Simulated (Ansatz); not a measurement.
Turn this script for Ansatz 0.2.0, Python API into the input file that the command-line program reads.

The script, `bands_li2o.py`:
```python
import sys
import warnings

import ansatz as az
import numpy as np

warnings.simplefilter('ignore', az.DeckWarning)

lattice = az.Lattice.of(
    (0.0, 2.305, 2.305),
    (2.305, 0.0, 2.305),
    (2.305, 2.305, 0.0),
)
sites = [
    ('Li', (0.25, 0.25, 0.25)),
    ('Li', (0.75, 0.75, 0.75)),
    ('O', (0.0, 0.0, 0.0)),
]
system = az.Crystal(lattice=lattice)
for symbol, position in sites:
    system = system.atom(symbol, position)

path = [
    ('G', (0.0, 0.0, 0.0)),
    ('X', (0.5, 0.0, 0.5)),
    ('U', (0.625, 0.25, 0.625)),
]
model = (
    system.calculation()
    .pseudopotentials('paw')
    .kpoints(7, 7, 7)
    .functional('r2SCAN')
    .occupations('Fixed')
    .band_structure([point for _, point in path], intervals=6)
)
try:
    result = model.run(threads=1)
except az.NonConvergedError as error:
    sys.exit(f'no convergence: {error}')
except az.RefusalError as error:
    sys.exit(f'input refused: {error}')
report = result.report

for key in ('converged', 'n_iterations', 'n_electrons', 'n_kpoints', 'n_pw', 'n_symmetry_ops', 'free_energy_ev', 'fermi_energy_ev'):
    print(f'{key:18s} {report[key]}')

used = report['setup']
print('cutoffs (eV):', used['ecut_ev'], used['ecutrho_ev'], ' FFT grid:', used['fft_dense'])
print('cell volume {:.3f} A^3, {} symmetry operations'.format(used['cell_volume_ang3'], used['n_sym_ops']))

bands = result.band_structure()
fermi = bands.fermi_energy_ev
for spin, channel in enumerate(bands.channels):
    print('channel', spin, '- levels within 6 eV of the Fermi level')
    for i, (label, _) in enumerate(path):
        levels = channel.eigenvalues_ev[i * 6] - fermi
        print(f'  {label:3s}', ' '.join(f'{e:7.3f}' for e in levels if abs(e) < 6))
```

```console
$ python bands_li2o.py
converged          True
n_iterations       6
n_electrons        12.0
n_kpoints          20
n_pw               609
n_symmetry_ops     48
free_energy_ev     -982.1931276978755
fermi_energy_ev    2.5682630397892368
cutoffs (eV): 500.0 2000.0  FFT grid: [24, 24, 24]
cell volume 24.493 A^3, 48 symmetry operations
channel 0 - levels within 6 eV of the Fermi level
  G     0.000   0.000   0.000
  X    -1.625  -1.379  -1.379   5.715
  U    -1.996  -1.531  -1.082
```

`input.yaml`:
```yaml
crystal:
  lattice:
    - [0.0, 2.305, 2.305]
    - [2.305, 0.0, 2.305]
    - [2.305, 2.305, 0.0]
  atoms:
    - { symbol: Li, position: [0.25, 0.25, 0.25] }
    - { symbol: Li, position: [0.75, 0.75, 0.75] }
    - { symbol: O, position: [0.0, 0.0, 0.0] }
kpoints:
  mp_grid: { grid: [7, 7, 7] }
  band_path:
    path: [[0.0, 0.0, 0.0], [0.5, 0.0, 0.5], [0.625, 0.25, 0.625]]
    npoints: 6
hamiltonian:
  xc: r2scan
  pseudopotentials: { kind: paw }
scf:
  occupations: { method: fixed }
```

Launched from the shell:
```console
$ ansatz run input.yaml --threads 1 --pin off --max-ram 3072MiB --backend cpu --events-out ev --progress --plain --runs-dir out
Engine: ansatz 0.2.0, x86_64-unknown-linux-gnu
Pseudopotentials: kind: paw
Pseudopotential: Li, paw, valence charge 3, recommended cutoff 500 eV (meta_gga), Li.paw.azcp
Pseudopotential: O, paw, valence charge 6, recommended cutoff 500 eV (meta_gga), O.paw.azcp
Functional definition: r2SCAN
  parameter k0 = 0.174
  parameter k1 = 0.065
  parameter a1 = 4.9479
  exchange = r2scan_x(k0 = k0, k1 = k1, a1 = a1)
  correlation = r2scan_c
Crystal: 3 atoms, lattice volume = 24.493 Å³
Basis set: ecut = 500 eV, 609 PW (Γ), exchange–correlation on 96×96×96 points (64 copies of the dense FFT grid, shifted against one another)
Bands: 10, of which v1, the nominal top of the filled ones, is band 6 counted from 1 (5 counted from 0)
Symmetry: 48 space group operations
Space group: Fm-3m (ITA 225), of the structure as read, at distance tolerance 2.9e-5 Å
k-points: 20 of 343
Non-local potential: Li, projectors of the file, l = 0: 3, l = 1: 2, l = 2: 1
Non-local potential: O, projectors of the file, l = 0: 2, l = 1: 2, l = 2: 1
PAW form: soft (Blöchl's): semilocal exchange-correlation on the pseudo side does not see the compensation charge
PAW frozen core: O, regenerated for the run's functional (the file was generated under x = pbe(κ = 0.804, μ = 0.2195149727645171), c = pbe(β = 0.06672455060314922))
PAW one-centre angular grid: Li, 302 points (default); XC on 327 of its mesh's 2665 points in the sphere
PAW one-centre angular grid: O, 302 points (default); XC on 160 Gauss nodes
Initial density: superposition of atomic densities (neutral atoms: chi_scale 0, normalization atom), corrected by the library's trained network
Initial wavefunctions: pseudopotential atomic-orbital guess
Functional: x = r2scan, c = r2scan; τ floored in thin density (d = 2e-4 eV/Å³)
SCF iter   1: F=—  HF=-982.101457 eV  |F-HF|=—  |Δ(HF+E_count)|=         —  Δρ=6.79e-3  dr2=1.26e-2  dr2_τ=6.01e-2  ethr=1.77e-3  ⟨swp⟩=3.9  Hψ=1057  notcnv=0  defer=23
preconditioner: auto → none  [insulator: Δε(μ)=6.002 eV  Ē_g=17.351 eV  n_scr=8 (ndim 8)  ℏωp=21.2 eV  f_vac=0.000  ε∞_Penn≈2.5]
SCF iter   2: F=—  HF=-982.193439 eV  |F-HF|=—  |Δ(HF+E_count)|=   9.20e-2  Δρ=5.28e-3  dr2=2.37e-3  dr2_τ=7.30e-4  ethr=1.05e-4  ⟨swp⟩=3.0  Hψ=575  notcnv=0  defer=35
SCF iter   3: F=—  HF=-982.193190 eV  |F-HF|=—  |Δ(HF+E_count)|=   2.49e-4  Δρ=1.75e-3  dr2=5.51e-4  dr2_τ=4.48e-5  ethr=1.98e-5  ⟨swp⟩=2.1  Hψ=302  notcnv=0  defer=35
SCF iter   4: F=—  HF=-982.193132 eV  |F-HF|=—  |Δ(HF+E_count)|=   5.80e-5  Δρ=6.50e-4  dr2=5.17e-5  dr2_τ=5.00e-6  ethr=4.59e-6  ⟨swp⟩=2.0  Hψ=245  notcnv=0  defer=35
SCF iter   5: F=—  HF=-982.193128 eV  |F-HF|=—  |Δ(HF+E_count)|=   4.26e-6  Δρ=1.48e-4  dr2=1.47e-6  dr2_τ=3.51e-7  ethr=4.31e-7  ⟨swp⟩=1.1  Hψ=201  notcnv=0
SCF iter   6: F=-982.193128 eV  HF=-982.193128 eV  |F-HF|=3.62e-8  |Δ(HF+E_count)|=   1.47e-7  Δρ=2.72e-5  dr2=5.54e-8  dr2_τ=9.21e-9  ethr=8.33e-10  ⟨swp⟩=2.9  Hψ=895  notcnv=0
SCF 1 converged in 6 iterations: F = -982.193128 eV  dr2 = 5.54e-8
  greatest PAW one-centre occupation: 0.999 electrons in one spin orbital (limit 2), on the Li atom at site 1 (counted from 0), in its partial waves of l = 0
NSCF: frozen V_eff on 13 k-points
SCF converged after 6 iterations
Free energy (F): -982.193128 eV
Harris-Foulkes:  -982.193128 eV  (|F-HF|=3.62e-8)
Internal energy: -982.193128 eV  (E = F + TS)
E sigma→0 (E₀):  -982.193128 eV
Fermi energy:    2.568263 eV
--- Per-component energies (eV) ---
  E_band       = -184.799130
  E_kinetic    = 223.970193
  E_local      = -568.027715  (includes V_loc(G=0)·N_el)
  E_nonlocal   = -18.820825
  E_hartree    = 188.577358
  E_xc         = -96.677629
  E_vxc        = -139.272624  (∫ρ·V_xc dr)
  E_paw        = -203.701939  (= ΣΔE_a)
  E_vpaw       = -68.866112  (= ΣTr[D̂ρ^β])
  E_aug_tail   = 0.000881  (compensation charges beyond the density's cutoff)
  E_vtau       = 9.060312  (kinetic-family band-sum trace: ∫τ·v_τ [+ j·A + Jᵃ·Aᵃ] dr)
  E_ewald      = -507.481511
  E_core_change = -0.031941  (= ΣΔE_core)
  E_smearing   = -0.000000  (= −TS)
  E_closure    = -0.000000  (closes the sum)
  Σ components = -982.193128   (vs F -982.193128, Δ=0.00e0)
--- Band table (eV; the first three rows and the last of 20) ---
  k-point 0: bands = ["-41.5852", "-41.2611", "-13.8446", "2.5683", "2.5683", "2.5683", "8.5808", "15.6619", "15.6619", "15.6619"]
  k-point 1: bands = ["-41.5665", "-41.2747", "-13.8063", "1.9306", "2.4773", "2.4773", "9.1257", "15.6570", "15.9304", "15.9304"]
  k-point 2: bands = ["-41.5155", "-41.3141", "-13.7154", "0.7332", "2.2863", "2.2863", "10.4085", "15.2032", "16.0649", "16.0649"]
  k-point 19: bands = ["-41.4111", "-41.3983", "-13.5713", "0.5808", "1.0714", "1.3564", "10.4808", "14.1940", "17.5325", "17.9324"]
```

Reading the output:
- Absolute energies stand on the zero of these potentials, so only differences at equal settings mean something. A total without «per atom» is that of the cell as typed.
- With fixed filling the reported Fermi level is the top filled level among the k-points of the SCF.
- The zero of the levels is a convention of the potentials, so an absolute Fermi energy is no work function.
- The structure is a deposited one; some such entries were measured under pressure or heat, so a shift against it needn't be the functional's error alone.
- Levels are Kohn-Sham eigenvalues on this mesh.

(Lines on the test bed's own set-up are left out of the output.)
